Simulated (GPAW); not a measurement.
**TiH in GPAW: convergence with plane-wave cutoff (eV)**

TiH:

```xyz
2
Lattice="0.0000 2.0897 2.0897 2.0897 0.0000 2.0897 2.0897 2.0897 0.0000" Properties=species:S:1:pos:R:3 pbc="T T T"
Ti    0.0000    0.0000    0.0000
H     2.0897    2.0897    2.0897
```

The cell comes from a database or a generator and needn't be the stable form of this composition.

| Item | Value |
| --- | --- |
| Program | GPAW 26.7.0 |
| Task | convergence study |
| Functional | LDA |
| Potentials or basis | the program's PAW data sets (release 1.2.1) made for this functional |
| Cutoff | 200 eV |
| Basis | pw |
| k mesh | 11 × 11 × 11 |
| Occupations | fermi-dirac, width 0.05 eV |
| Spin | no spin polarisation |

These are the settings of the first run; the series varies plane-wave cutoff (eV), with any setting tied to it.

Hardware: 1 thread of Arm Neoverse V1 (shared host).

| plane-wave cutoff (eV) | energy less the tightest run, at zero smearing (meV/atom) | pressure (GPa) | SCF cycles | CPU time (s) | peak memory (GiB) |
| --- | --- | --- | --- | --- | --- |
| 200 | 484.65 | -33.30 | 9 | 5.3 | 0.12 |
| 250 | 270.39 | -11.29 | 9 | 5.9 | 0.12 |
| 300 | 187.97 | -13.07 | 9 | 6 | 0.12 |
| 350 | 106.47 | -12.41 | 9 | 7.5 | 0.12 |
| 400 | 59.76 | -9.69 | 9 | 7.8 | 0.13 |
| 500 | 34.26 | -7.77 | 9 | 9 | 0.13 |
| 600 | 21.57 | -8.09 | 9 | 15 | 0.14 |
| 800 | 3.35 | -7.51 | 9 | 14 | 0.15 |
| 1000 | 0.00 | -7.17 | 9 | 27 | 0.17 |

Not settled before the last step: the energy (to 1 meV/atom), the pressure (to 0.1 GPa). The tightest run that finished is the yardstick and may itself not be fully converged.
